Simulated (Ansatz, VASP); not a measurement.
## Two plane-wave programs on Ca

POSCAR

```
Ca
1.0
    1.9712759950     -3.3954901800      0.0000000000
    1.9712759950      3.3954901800      0.0000000000
    0.0000000000      0.0000000000      6.5091117400
Ca
2
Direct
    0.8355866000      0.1644134000      0.2500000000
    0.1644134000      0.8355866000      0.7500000000
```

File INCAR.step1:

```
  PREC = Accurate
  ENCUT = 520
  ISMEAR = 0
  SIGMA = 0.1
  LREAL = False
  LASPH = True
  NELM = 80
  NBANDS = 17
  GGA = PE
  ALGO = Normal
  EDIFF = 1E-4
  LWAVE = True
  LCHARG = False
```

The input INCAR.step2:

```
  PREC = Accurate
  ENCUT = 520
  EDIFF = 1E-7
  ISMEAR = 0
  SIGMA = 0.1
  LREAL = False
  LASPH = True
  NELM = 80
  ALGO = Normal
  ISIF = 2
  LWAVE = False
  LCHARG = False
  METAGGA = R2SCAN
  LMIXTAU = True
  NBANDS = 17
  ISTART = 1
```

KPOINTS

```
regular mesh
0
Gamma
  6 6 4
```

Input for Ansatz:

```yaml
crystal:
  lattice:
    - [1.971275995, -3.39549018, 0.0]
    - [1.971275995, 3.39549018, 0.0]
    - [0.0, 0.0, 6.50911174]
  atoms:
    - { symbol: Ca, position: [0.8355866, 0.1644134, 0.25] }
    - { symbol: Ca, position: [0.1644134, 0.8355866, 0.75] }
basis:
  ecutwfc: 500
kpoints:
  mp_grid: { grid: [6, 6, 4] }
hamiltonian:
  xc: r2scan
scf:
  occupations: { method: gaussian, width: 0.1 }
output:
  forces: true
  stress: true
  eigenvalues: true
```

Alike in both runs: task single point; functional r2SCAN; k mesh 6 × 6 × 4; occupations gaussian, width 0.1 eV; no spin polarisation.

|  | VASP | Ansatz |
| --- | --- | --- |
| version | VASP 6.6.1 | Ansatz 0.2.0 |
| potentials or method | VASP PAW PBE potentials, release 64 (Ca_sv) | scalar-relativistic, plane waves, PAW |
| plane-wave cutoff (eV) | 520 | 500 |
| valence electrons in the cell | 20 | 20 |

|  | VASP | Ansatz | Ansatz less VASP |
| --- | --- | --- | --- |
| gap on the k mesh at the Fermi level (eV) | none | none | - |
| pressure (GPa) | -0.1 | -0.1 | -0.05 |
| largest component of the traceless stress (GPa) | 0.21 | 0.21 | -0.003 |
| rms of the force components (eV/Å) | 0.010 | 0.010 | +0.0003 |

Atom by atom the forces differ by 0.000 eV/Å (rms over components). A gap of «none» marks a metal or a gap that the smearing closes. The functional is the same, so the differences come from potentials, cutoffs and numerics.

Caveats: the PAW data sets were made with another functional, which shifts forces and pressure a little (VASP).
